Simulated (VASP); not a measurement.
# Si (Fd-3m) in VASP: a series of runs

One crystal, Si, is run at these levels: PBE-based screened hybrid; tasks: single point.

Program: VASP 6.6.1. These are calculated values, not measurements. Logs are shortened: lines on timing, memory, paths and dates and some standing lists are left out, and cuts for length are marked.

## Step 1: The structure

The structure is cubic, space group Fd-3m (No. 227). Conventional cell: a = 5.427 Å, b = 5.427 Å, c = 5.427 Å, α = 90.00°, β = 90.00°, γ = 90.00°. Around Si (site symmetry -43m) lie 4 Si at 2.35 Å.

## Step 2: Single point, PBE-based screened hybrid

File POSCAR:

```
Si
1.0
    3.8375530000      0.0000000000      0.0000000000
    1.9187765000      3.3234183864      0.0000000000
    1.9187765000      1.1078061288      3.1333489036
Si
2
Direct
    0.7500000000      0.7500000000      0.7500000000
    0.5000000000      0.5000000000      0.5000000000
```

File INCAR.step1:

```
PREC = Accurate
ENCUT = 520
EDIFF = 1E-5
ISMEAR = 0
SIGMA = 0.01
LREAL = F
LASPH = T
NELM = 80
ALGO = Normal
ISIF = 2
LWAVE = T
GGA = PE
NBANDS = 11
```

File INCAR.step2:

```
PREC = Accurate
ENCUT = 520
EDIFF = 1E-7
ISMEAR = 0
SIGMA = 0.01
LREAL = F
LASPH = T
NELM = 80
ALGO = Normal
ISIF = 2
LWAVE = F
LCHARG = T
GGA = PE
LHFCALC = T
AEXX = 0.35
HFSCREEN = 0.20786987370883472
PRECFOCK = Normal
LELF = T
LVHAR = T
ISTART = 1
NBANDS = 11
```

File KPOINTS:

```
Automatic mesh
0
Gamma
  4 4 4
```

Potentials or basis: VASP PAW PBE potentials, release 64 (Si).

On the command line:

```
$ cat potpaw_PBE.64/Si/POTCAR > POTCAR
$ cp INCAR.step1 INCAR
$ mpirun -np 1 vasp_std > vasp.out
$ cp INCAR.step2 INCAR
$ mpirun -np 1 vasp_std > vasp.out
```

OUTCAR:

```text
PREC = Accurate
   ENCUT = 520
   EDIFF = 1E-7
   ISMEAR = 0
   LREAL = F
   LASPH = T
   NELM = 80
   ISIF = 2
   GGA = PE
   LHFCALC = T
   AEXX = 0.35
   HFSCREEN = 0.20786987370883472
   PRECFOCK = Normal
   ISTART = 1

 ion  position               nearest neighbor table
   1  0.750  0.750  0.750-   2 2.35   2 2.35   2 2.35   2 2.35
   2  0.500  0.500  0.500-   1 2.35   1 2.35   1 2.35   1 2.35

  LATTYP: Found a face centered cubic cell.
 ALAT       =     5.4271194990

  Lattice vectors:

 A1 = (   3.8375530000,   0.0000000000,   0.0000000000)
 A2 = (   1.9187765000,   3.3234183864,   0.0000000000)
 A3 = (   1.9187765000,   1.1078061288,   3.1333489036)

Analysis of symmetry for initial positions (statically):
=====================================================================
 Subroutine PRICEL returns:
 Original cell was already a primitive cell.

 Routine SETGRP: Setting up the symmetry group for a
 face centered cubic supercell.

 Subroutine GETGRP returns: Found 48 space group operations
 (whereof 24 operations were pure point group operations)
 out of a pool of 48 trial point group operations.

The static configuration has the point symmetry T_d .
 The point group associated with its full space group is O_h .

Analysis of symmetry for dynamics (positions and initial velocities):
=====================================================================
 Subroutine PRICEL returns:
 Original cell was already a primitive cell.

 Routine SETGRP: Setting up the symmetry group for a
 face centered cubic supercell.

 Subroutine GETGRP returns: Found 48 space group operations
 (whereof 24 operations were pure point group operations)
 out of a pool of 48 trial point group operations.

The dynamic configuration has the point symmetry T_d .
 The point group associated with its full space group is O_h .

 Subroutine INISYM returns: Found 48 space group operations
 (whereof 24 operations are pure point group operations),
 and found     1 'primitive' translations

----------------------------------------------------------------------------------------

                                     Primitive cell

  volume of cell :      39.9621

  direct lattice vectors                    reciprocal lattice vectors
     3.837553000  0.000000000  0.000000000     0.260582720 -0.150447504 -0.106382450
     1.918776500  3.323418386  0.000000000     0.000000000  0.300895007 -0.106382450
     1.918776500  1.107806129  3.133348904     0.000000000  0.000000000  0.319147350

  length of vectors
     3.837553000  3.837553000  3.837553000     0.319147350  0.319147350  0.319147350

  position of ions in fractional coordinates (direct lattice)
     0.750000000  0.750000000  0.750000000
     0.500000000  0.500000000  0.500000000

  ion indices of the primitive-cell ions
   primitive index   ion index
                 1           1
                 2           2

----------------------------------------------------------------------------------------

 KPOINTS: Automatic mesh

Automatic generation of k-mesh.
 Grid dimensions read from file:
 generate k-points for:    4    4    4

 Generating k-lattice:

  Cartesian coordinates                     Fractional coordinates (reciprocal lattice)
     0.065145680 -0.037611876 -0.026595613     0.250000000  0.000000000 -0.000000000
     0.000000000  0.075223752 -0.026595613     0.000000000  0.250000000  0.000000000
     0.000000000  0.000000000  0.079786838     0.000000000  0.000000000  0.250000000

  Length of vectors
     0.079786838  0.079786838  0.079786838

  Shift w.r.t. Gamma in fractional coordinates (k-lattice)
     0.000000000  0.000000000  0.000000000

 Subroutine IBZKPT returns following result:
 ===========================================

 Found      8 irreducible k-points:

 Following reciprocal coordinates:
            Coordinates               Weight
  0.000000  0.000000  0.000000      1.000000
  0.250000  0.000000  0.000000      8.000000
  0.500000  0.000000  0.000000      4.000000
  0.250000  0.250000  0.000000      6.000000
  0.500000  0.250000  0.000000     24.000000
 -0.250000  0.250000 -0.000000     12.000000
  0.500000  0.500000  0.000000      3.000000
 -0.250000  0.500000  0.250000      6.000000
   k-points           NKPTS =      8   k-points in BZ     NKDIM =     64   number of bands    NBANDS=     11
   number of dos      NEDOS =    301   number of ions     NIONS =      2
   total plane-waves  NPLWV =  27000
   dimension x,y,z NGX =    30 NGY =   30 NGZ =   30
   dimension x,y,z NGXF=    60 NGYF=   60 NGZF=   60
   ions per type =               2
   NGX,Y,Z   is equivalent  to a cutoff of  13.00, 13.00, 13.00 a.u.
   NGXF,Y,Z  is equivalent  to a cutoff of  25.99, 25.99, 25.99 a.u.
 SYSTEM =  unknown system
   PREC   = accura    normal or accurate (medium, high low for compatibility)
   ISTART =      1    job   : 0-new  1-cont  2-samecut
   ICHARG =      0    charge: 1-file 2-atom 10-const
   ISPIN  =      1    spin polarized calculation?
   LNONCOLLINEAR =      F non collinear calculations
   LSORBIT =      F    spin-orbit coupling
   LASPH  =      T    aspherical Exc in radial PAW
   ENCUT  =  520.0 eV  38.22 Ry    6.18 a.u.   7.14  7.14  7.14*2*pi/ulx,y,z
   NELM   =     80;   NELMIN=  2; NELMDL=  0     # of ELM steps
   EDIFF  = 0.1E-06   stopping-criterion for ELM
   LREAL  =      F    real-space projection
   EDIFFG = 0.1E-05   stopping-criterion for IOM
   NSW    =      0    number of steps for IOM
   IBRION =     -1    ionic relax: 0-MD 1-quasi-New 2-CG
   NFREE  =      0    steps in history (QN), initial steepest desc. (CG)
   ISIF   =      2    stress and relaxation
   ISYM   =      3    0-nonsym 1-usesym 2-fastsym
   POTIM  = 0.5000    time-step for ionic-motion
   TEBEG  =    0.0;   TEEND  =   0.0 temperature during run
   PSTRESS=    0.0 pullay stress
   NELECT =       8.0000    total number of electrons
   NUPDOWN=      -1.0000    fix difference up-down
   EMIN   =  10.00;   EMAX   =-10.00  energy-range for DOS
   EFERMI =   0.00;   METHOD = LEGACY
   ISMEAR =     0;   SIGMA  =   0.01  broadening in eV -4-tet -1-fermi 0-gaus
   EFERMI_NEDOS =   21; number of points for ismear=-14 and -15
   IALGO  =     38    algorithm
   IMIX   =      1    mixing-type and parameters
     AMIX     =   0.40;   BMIX     =  1.00
     AMIX_MAG =   1.60;   BMIX_MAG =  1.00
  volume/ion in A,a.u.               =      19.98       134.84
  Fermi-wavevector in a.u.,A,eV,Ry     =   0.957684  1.809760 12.478694  0.917158
  Thomas-Fermi vector in A             =   2.086724
   LORBIT       =      0    0 simple, 1 ext, 2 COOP (PROOUT), +10 PAW based schemes
   GGA     = PE    functional components
   LHFCALC =     T    Hartree Fock is set to
   PRECFOCK=normal    Normal, Fast or Accurate (Low or Medium for compatibility)
   ENCUT4O =  -1.0   cutoff for four orbital integrals eV
   NKREDX  =     1    reduce k-point grid by
   NKREDY  =     1    reduce k-point grid by
   NKREDZ  =     1    reduce k-point grid by
   AEXX    =    0.3500 exact exchange contribution
   HFSCREEN=    0.2079 screening length (either q_TF or 0.3 A-1)
   HFSCREENC=   0.2079 screening length for correlation (either q_TF or 0.3 A-1)
   ENCUTFOCK=  -1.0 apply spherical cutoff to Coloumb kernel
   IVDW    =     0    specifies the selected vdW correction
   LEPSILON=     F    determine dielectric tensor
   LRPA    =     F    only Hartree local field effects (RPA)
 non-spin polarized calculation
 Gauss-broadening in eV      SIGMA  =   0.01
  energy-cutoff  :      520.00
  volume of cell :       39.96
 maximum number of plane-waves:      1090
 NGX is ok and might be reduce to    30
  NGX = 24; NGY = 24; NGZ = 24

 number of electron       8.0000000 magnetization

 Free energy of the ion-electron system (eV)
  ---------------------------------------------------
  ext. energy  EPLUGINS =         0.00000000
  ---------------------------------------------------
  free energy    TOTEN  =       -13.09649785 eV

  energy without entropy =      -13.09649785  energy(sigma->0) =      -13.09649785

 E-fermi :   5.3746     XC(G=0):  -7.2138

 val. band max:        5.3307066172   @ k =   0.0000   0.0000   0.0000
 cond. band min:       6.9227486997   @ k =   0.5000   0.5000   0.0000
 fundamental gap:      1.5920420825
 Fermi energy:         5.3746114533

 k-point     1 :       0.0000    0.0000    0.0000
  band No.  band energies     occupation
      1      -8.4476      2.00000
      2       5.3307      2.00000
      3       5.3307      2.00000
      4       5.3307      2.00000
      5       9.0217      0.00000
      6       9.0217      0.00000
      7       9.0217      0.00000
      8      10.1589      0.00000
      9      14.5381      0.00000
     10      14.5834      0.00000
     11      14.5834      0.00000

 k-point     2 :       0.2500    0.0000    0.0000
  band No.  band energies     occupation
      1      -7.5245      2.00000
      2       0.9396      2.00000
      3       4.5024      2.00000
      4       4.5024      2.00000
      5       8.4824      0.00000
      6      10.0434      0.00000
      7      10.0434      0.00000
      8      13.8246      0.00000
      9      13.9733      0.00000
     10      13.9733      0.00000
     11      15.6817      0.00000

 k-point     3 :       0.5000    0.0000    0.0000
  band No.  band energies     occupation
      1      -5.7477      2.00000
      2      -2.6329      2.00000
      3       3.9818      2.00000
      4       3.9819      2.00000
      5       7.9525      0.00000
      6       9.8382      0.00000
      7       9.8382      0.00000
      8      14.3581      0.00000
      9      17.6758      0.00000
     10      17.6758      0.00000
     11      18.4382      0.00000

 k-point     4 :       0.2500    0.2500    0.0000
  band No.  band energies     occupation
      1      -7.1979      2.00000
      2       1.4213      2.00000
      3       3.2310      2.00000
      4       3.2310      2.00000
      5       7.3964      0.00000
      6       9.5837      0.00000
      7      12.5397      0.00000
      8      12.5397      0.00000
      9      15.0989      0.00000
     10      15.8961      0.00000
     11      18.3136      0.00000

 k-point     5 :       0.5000    0.2500    0.0000
  band No.  band energies     occupation
      1      -5.2978      2.00000
      2      -1.9488      2.00000
      3       1.4149      2.00000
      4       2.8521      2.00000
      5       7.8200      0.00000
      6      10.9764      0.00000
      7      12.5517      0.00000
      8      12.6864      0.00000
      9      17.3029      0.00000
     10      17.6645      0.00000
     11      19.4283      0.00000

 k-point     6 :      -0.2500    0.2500   -0.0000
  band No.  band energies     occupation
      1      -6.0822      2.00000
      2      -0.8927      2.00000
      3       1.1667      2.00000
      4       3.8585      2.00000
      5       8.8814      0.00000
      6      11.5198      0.00000
      7      11.7023      0.00000
      8      12.9807      0.00000
      9      13.1079      0.00000
     10      16.7435      0.00000
     11      19.6100      0.00000

 k-point     7 :       0.5000    0.5000    0.0000
  band No.  band energies     occupation
      1      -3.6311      2.00000
      2      -3.6311      2.00000
      3       2.0969      2.00000
      4       2.0969      2.00000
      5       6.9227      0.00000
      6       6.9227      0.00000
      7      17.4338      0.00000
      8      17.4338      0.00000
      9      18.1115      0.00000
     10      18.1115      0.00000
     11      19.7493      0.00000

 k-point     8 :      -0.2500    0.5000    0.2500
  band No.  band energies     occupation
      1      -3.4419      2.00000
      2      -3.4419      2.00000
      3       1.0397      2.00000
      4       1.0397      2.00000
      5      10.7288      0.00000
      6      10.7288      0.00000
      7      11.7535      0.00000
      8      11.7535      0.00000
      9      17.8228      0.00000
     10      17.8228      0.00000
     11      20.3586      0.00000

------------------------ aborting loop because EDIFF is reached ----------------------------------------

  FORCE on cell =-STRESS in cart. coord.  units (eV):
  Direction    XX          YY          ZZ          XY          YZ          ZX
  --------------------------------------------------------------------------------------
  -------------------------------------------------------------------------------------
  Total        0.0672321      0.0672321      0.0672321      0.0000000     -0.0000000     -0.0000000
  in kB        2.6954986      2.6954986      2.6954986      0.0000000     -0.0000000     -0.0000000
  external PRESSURE =       2.6954986 kB  Pullay stress =       0.0000000 kB

 VOLUME and BASIS-vectors are now :
 -----------------------------------------------------------------------------
  energy-cutoff  :      520.00
  volume of cell :       39.96
      direct lattice vectors                 reciprocal lattice vectors
     3.837553000  0.000000000  0.000000000     0.260582720 -0.150447504 -0.106382450
     1.918776500  3.323418386  0.000000000     0.000000000  0.300895007 -0.106382450
     1.918776500  1.107806129  3.133348904     0.000000000  0.000000000  0.319147350

 POSITION                                       TOTAL-FORCE (eV/Angst)
 -----------------------------------------------------------------------------------
      5.75633      3.32342      2.35001         0.000000     -0.000000     -0.000000
      3.83755      2.21561      1.56667        -0.000000      0.000000      0.000000
 -----------------------------------------------------------------------------------
    total drift:                               -0.000000     -0.000000     -0.000000

  FREE ENERGIE OF THE ION-ELECTRON SYSTEM (eV)
  ---------------------------------------------------
  free  energy   TOTEN  =       -13.0964978528 eV

  energy  without entropy=      -13.0964978528  energy(sigma->0) =      -13.09649785
```

Wall time 79 s (1 thread of AMD EPYC 9R45 (Zen 5), shared host); peak memory 0.22 GiB.

What came out:

```
Free energy            : -13.0965 eV
Pressure               : 0.3 GPa
Band gap on the k mesh : 1.59 eV, indirect (least direct gap 3.69 eV)
```

Caveat: the k mesh is coarse (spacing up to 0.50 Å⁻¹), so the values aren't converged; the PAW data sets were made with another functional, which shifts forces and pressure a little. A k mesh can miss the band edges.

## Step 3: Single point, PBE-based screened hybrid

POSCAR is that of step 2.

File INCAR.step1:

```
SYSTEM = Si
  ALGO = Normal
  EDIFF = 1E-5
  ENCUT = 520
  GGA = PE
  ISIF = 2
  ISMEAR = 0
  LASPH = .TRUE.
  LREAL = .FALSE.
  LWAVE = .TRUE.
  NBANDS = 11
  NELM = 60
  PREC = Accurate
  SIGMA = 0.01
```

File INCAR.step2:

```
SYSTEM = Si
  AEXX = 0.05
  ALGO = Normal
  EDIFF = 1E-6
  ENCUT = 520
  GGA = PE
  HFSCREEN = 0.20786987370883472
  ISIF = 2
  ISMEAR = 0
  ISTART = 1
  LASPH = .TRUE.
  LCHARG = .TRUE.
  LELF = .TRUE.
  LHFCALC = .TRUE.
  LREAL = .FALSE.
  LVHAR = .TRUE.
  LWAVE = .FALSE.
  NBANDS = 11
  NELM = 60
  PREC = Accurate
  PRECFOCK = Normal
  SIGMA = 0.01
```

File KPOINTS:

```
k-points
0
G
  4 4 4
  0 0 0
```

Potentials or basis: VASP PAW PBE potentials, release 64 (Si).

On the command line:

```
$ cat potpaw_PBE.64/Si/POTCAR > POTCAR
$ cp INCAR.step1 INCAR
$ mpirun -np 1 vasp_std > vasp.out
$ cp INCAR.step2 INCAR
$ mpirun -np 1 vasp_std > vasp.out
```

Run time: 50 s. Hardware: 1 thread of AMD EPYC 9R45 (Zen 5), shared host; peak memory 0.22 GiB.

It converged, with:

- Free energy: -10.9942 eV
- Pressure: 2.4 GPa
- Band gap on the k mesh: 0.81 eV, indirect (least direct gap 2.70 eV)

Levels at points of the mesh, in eV from the valence-band top:
```csv
k point,band 1,band 2,band 3,band 4,band 5,band 6,band 7,band 8
"(0.00, 0.00, 0.00)",-12.24,0.00,0.00,0.00,2.70,2.70,2.70,3.59
"(0.50, 0.00, 0.00)",-9.85,-7.13,-1.23,-1.23,1.69,3.48,3.48,7.90
"(0.50, 0.50, 0.00)",-7.99,-7.99,-2.92,-2.92,0.81,0.81,10.40,10.40
```

Caveat: the k mesh is coarse (spacing up to 0.50 Å⁻¹), so the values aren't converged; the PAW data sets were made with another functional, which shifts forces and pressure a little. A k mesh can miss the band edges.

(Continued in part 2 of 2.)
